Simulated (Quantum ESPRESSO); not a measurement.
# Sc (P4/nmm) in Quantum ESPRESSO: reference runs, part 2 of 2

Quantum ESPRESSO 7.5. The steps go on from the part before.

## Step 3: Single point, PBE (atoms moved at random, drawn with an rms of 0.05 Å)

Contents of pw.in:

```
&CONTROL
  calculation = 'scf'
  prefix = 'pwscf'
  outdir = './tmp'
  pseudo_dir = './pseudo'
  tprnfor = .true.
  tstress = .true.
  disk_io = 'nowf'
/
&SYSTEM
  ibrav = 0
  nat = 4
  ntyp = 1
  ecutwfc = 60
  nbnd = 31
  occupations = 'smearing'
  smearing = 'fd'
  degauss = 0.00367493
/
&ELECTRONS
  conv_thr = 8d-10
  electron_maxstep = 120
  mixing_beta = 0.5
/
ATOMIC_SPECIES
Sc    44.9559 Sc_ONCV_PBE-1.0.oncvpsp.upf
CELL_PARAMETERS angstrom
   5.4226760000    0.0000000000    0.0000000000
   0.0000000000    5.4226760000    0.0000000000
   0.0000000000    0.0000000000    3.4352060000
ATOMIC_POSITIONS crystal
Sc     0.0108830000    0.4971730000    0.4788040000
Sc     0.5027970000    0.0081910000    0.5318560000
Sc     0.0029340000    0.0030410000    0.0024290000
Sc     0.4978840000    0.4999770000   -0.0023600000
K_POINTS automatic
5 5 8 0 0 0
```

Potentials or basis: SSSP 1.3 efficiency PBE.

On the command line:

```sh
> OMP_NUM_THREADS=1 pw.x -in pw.in > pw.out
```

pw.out:

```text
This program is part of the open-source Quantum ESPRESSO suite
     for quantum simulation of materials; please cite
[... 6 lines left out ...]
     --------------------
     sticks:   dense  smooth     PW     G-vecs:    dense   smooth      PW
     Sum        2009    2009    593                42697    42697    6689

     Using Slab Decomposition

     bravais-lattice index     =            0
     lattice parameter (alat)  =      10.2474  a.u.
     unit-cell volume          =     681.6740 (a.u.)^3
     number of atoms/cell      =            4
     number of atomic types    =            1
     number of electrons       =        44.00
     number of Kohn-Sham states=           31
     kinetic-energy cutoff     =      60.0000  Ry
     charge density cutoff     =     240.0000  Ry
     scf convergence threshold =      8.0E-10
     mixing beta               =       0.5000
     number of iterations used =            8  plain     mixing
     Exchange-correlation= PBE
                           (   1   4   3   4   0   0   0)

     celldm(1)=  10.247373  celldm(2)=   0.000000  celldm(3)=   0.000000
     celldm(4)=   0.000000  celldm(5)=   0.000000  celldm(6)=   0.000000

     crystal axes: (cart. coord. in units of alat)
               a(1) = (   1.000000   0.000000   0.000000 )
               a(2) = (   0.000000   1.000000   0.000000 )
               a(3) = (   0.000000   0.000000   0.633489 )

     reciprocal axes: (cart. coord. in units 2 pi/alat)
               b(1) = (  1.000000  0.000000  0.000000 )
               b(2) = (  0.000000  1.000000  0.000000 )
               b(3) = (  0.000000  0.000000  1.578559 )

     PseudoPot. # 1 for Sc read from file:
     Sc_ONCV_PBE-1.0.oncvpsp.upf
     Pseudo is Norm-conserving, Zval = 11.0
     Generated using ONCVPSP code by D. R. Hamann
     Using radial grid of 1662 points,  6 beta functions with:
                l(1) =   0
                l(2) =   0
                l(3) =   1
                l(4) =   1
                l(5) =   2
                l(6) =   2

     atomic species   valence    mass     pseudopotential
     Sc               11.00    44.95590     Sc( 1.00)

     No symmetry found

   Cartesian axes

     site n.     atom                  positions (alat units)
         1        Sc     tau(   1) = (   0.0108830   0.4971730   0.3033171  )
         2        Sc     tau(   2) = (   0.5027970   0.0081910   0.3369250  )
         3        Sc     tau(   3) = (   0.0029340   0.0030410   0.0015387  )
         4        Sc     tau(   4) = (   0.4978840   0.4999770  -0.0014950  )

     number of k points=   101  Fermi-Dirac smearing, width (Ry)=  0.0037

     Number of k-points >= 100: set verbosity='high' to print them.

     Dense  grid:    42697 G-vectors     FFT dimensions: (  54,  54,  36)

     Initial potential from superposition of free atoms

     starting charge      43.9894, renormalised to      44.0000
     Starting wfcs are   40 randomized atomic wfcs

     Self-consistent Calculation

     iteration #  1     ecut=    60.00 Ry     beta= 0.50
     Davidson diagonalization with overlap
     ethr =  1.00E-02,  avg # of iterations =  3.1

     Threshold (ethr) on eigenvalues was too large:
     Diagonalizing with lowered threshold

     Davidson diagonalization with overlap
     ethr =  5.65E-05,  avg # of iterations =  5.3

     total energy              =    -367.41704646 Ry
     estimated scf accuracy    <       0.06294334 Ry

     iteration #  2     ecut=    60.00 Ry     beta= 0.50
     Davidson diagonalization with overlap
     ethr =  1.43E-04,  avg # of iterations =  2.1
[... 18 lines left out ...]
     iteration #  5     ecut=    60.00 Ry     beta= 0.50
     Davidson diagonalization with overlap
     ethr =  1.29E-05,  avg # of iterations =  1.7

     total energy              =    -367.42832148 Ry
     estimated scf accuracy    <       0.00027275 Ry

     iteration #  6     ecut=    60.00 Ry     beta= 0.50
     Davidson diagonalization with overlap
     c_bands:  1 eigenvalues not converged
     c_bands:  1 eigenvalues not converged
     c_bands:  1 eigenvalues not converged
     ethr =  6.20E-07,  avg # of iterations =  7.0

     total energy              =    -367.42841020 Ry
     estimated scf accuracy    <       0.00032131 Ry

     iteration #  7     ecut=    60.00 Ry     beta= 0.50
     Davidson diagonalization with overlap
     ethr =  6.20E-07,  avg # of iterations =  2.0

     total energy              =    -367.42841253 Ry
     estimated scf accuracy    <       0.00012854 Ry
[... 8 lines left out ...]
     iteration #  9     ecut=    60.00 Ry     beta= 0.50
     Davidson diagonalization with overlap
     ethr =  8.00E-08,  avg # of iterations =  4.6

     total energy              =    -367.42841783 Ry
     estimated scf accuracy    <       0.00000363 Ry

     iteration # 10     ecut=    60.00 Ry     beta= 0.50
     Davidson diagonalization with overlap
     c_bands:  1 eigenvalues not converged
     ethr =  8.25E-09,  avg # of iterations =  5.4

     total energy              =    -367.42841965 Ry
     estimated scf accuracy    <       0.00000320 Ry

     iteration # 11     ecut=    60.00 Ry     beta= 0.50
     Davidson diagonalization with overlap
     ethr =  7.28E-09,  avg # of iterations =  1.4

     total energy              =    -367.42841966 Ry
     estimated scf accuracy    <       0.00000046 Ry
[... 12 lines left out ...]
     total energy              =    -367.42841979 Ry
     estimated scf accuracy    <          2.2E-09 Ry

     iteration # 14     ecut=    60.00 Ry     beta= 0.50
     Davidson diagonalization with overlap
     ethr =  4.96E-12,  avg # of iterations =  6.1

     End of self-consistent calculation

     Number of k-points >= 100: set verbosity='high' to print the bands.

     the Fermi energy is     9.2650 ev

!    total energy              =    -367.42841979 Ry
     estimated scf accuracy    <          4.6E-10 Ry
     smearing contrib. (-TS)   =      -0.00595817 Ry
     internal energy E=F+TS    =    -367.42246162 Ry

     The total energy is F=E-TS. E is the sum of the following terms:
     one-electron contribution =    -147.61905721 Ry
     hartree contribution      =      79.55630525 Ry
     xc contribution           =     -47.43993372 Ry
     ewald contribution        =    -251.91977594 Ry

     convergence has been achieved in  14 iterations

     Forces acting on atoms (cartesian axes, Ry/au):

     atom    1 type  1   force =    -0.00814566    0.00229794    0.00382766
     atom    2 type  1   force =    -0.00128319   -0.00402007   -0.00922467
     atom    3 type  1   force =     0.00053172   -0.00420361    0.00205721
     atom    4 type  1   force =     0.00889713    0.00592575    0.00333980

     Total force =     0.018352     Total SCF correction =     0.000050

     Computing stress (Cartesian axis) and pressure

          total   stress  (Ry/bohr**3)                   (kbar)     P=       -7.72
  -0.00007100   0.00000060  -0.00000422          -10.44        0.09       -0.62
   0.00000060  -0.00007067   0.00000737            0.09      -10.40        1.08
  -0.00000422   0.00000737  -0.00001583           -0.62        1.08       -2.33

=------------------------------------------------------------------------------=
   JOB DONE.
=------------------------------------------------------------------------------=
```

Wall time 7.7 min (1 thread of Arm Neoverse V1, shared host); peak memory 0.32 GiB.

What came out:

| Item | Value |
| --- | --- |
| Free energy | -4999.1183 eV |
| Pressure | -0.8 GPa |
| Largest force | 0.288 eV/Å |
| Band gap on the k mesh | none (metal or under the smearing width) |

Forces in eV/Å, atoms in the order of the input:
```
Sc  -0.209  0.059  0.098
Sc  -0.033 -0.103 -0.237
Sc   0.014 -0.108  0.053
Sc   0.229  0.152  0.086
```
